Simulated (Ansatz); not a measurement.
**Pd, hcp: how the functional moves the structure**

All rows: Ansatz, plane waves with scalar-relativistic PAW, 420 eV (500 eV for the SCAN forms), relaxed under each functional, no dispersion correction, no zero-point motion. B₀ comes from uniform scaling at fixed shape; a dash is a value not given.

```csv
functional,V (Å³/atom),cell,B₀ (GPa),magnetic state,ΔE to fcc (meV/atom)
PBE,15.44,"a = 2.776 Å, c = 4.626 Å (c/a = 1.666)",165,spin not included,30
r²SCAN,15.04,"a = 2.748 Å, c = 4.599 Å (c/a = 1.673)",181,"ferromagnetic, net 0.42 μB per atom",32
PBEsol,14.64,"a = 2.726 Å, c = 4.550 Å (c/a = 1.669)",201,spin not included,37
LDA,14.23,"a = 2.699 Å, c = 4.511 Å (c/a = 1.671)",224,spin not included,40
revPBE,15.76,"a = 2.796 Å, c = 4.655 Å (c/a = 1.665)",151,spin not included,29
RPBE,15.89,"a = 2.802 Å, c = 4.672 Å (c/a = 1.667)",145,"ferromagnetic, net 0.36 μB per atom",28
```

**Question.** What does BLYP give?

**Answer.** V (Å³/atom): 16.46; cell: a = 2.833 Å, c = 4.735 Å (c/a = 1.671); B₀ (GPa): 132; magnetic state: spin not included; ΔE to fcc (meV/atom): 26.

Real palladium is paramagnetic; a moment here is an artefact of the functional.
